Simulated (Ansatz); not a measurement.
The system is Sb.

```
Sb
1.0
     3.35453    0.00000    0.00000
    -1.67727    2.90511    0.00000
     0.00000    0.00000    5.47016
Sb
2
Direct
  0.66667 0.33333 0.75000
  0.33333 0.66667 0.25000
```

This isn't the form of Sb at room conditions, which is rhombohedral.

Base run:

- Program: Ansatz 0.2.0
- Functional: PBEsol
- Potentials or basis: all-electron LAPW, scalar-relativistic
- Cutoff: 156 eV (chosen from the basis error)
- Basis error allowed: 0.001 eV/atom
- k mesh: 9 × 9 × 5
- Occupations: fermi-dirac, width 0.05 eV
- Spin: no spin polarisation

Its results: pressure -1.6 GPa.

**Question.** The run is repeated on the same cell with these changes: functional from PBEsol to PBE. What comes out?

**Answer.** Pressure 1.5 GPa.

PBE binds less tightly than PBEsol, so the same cell stands under more pressure.
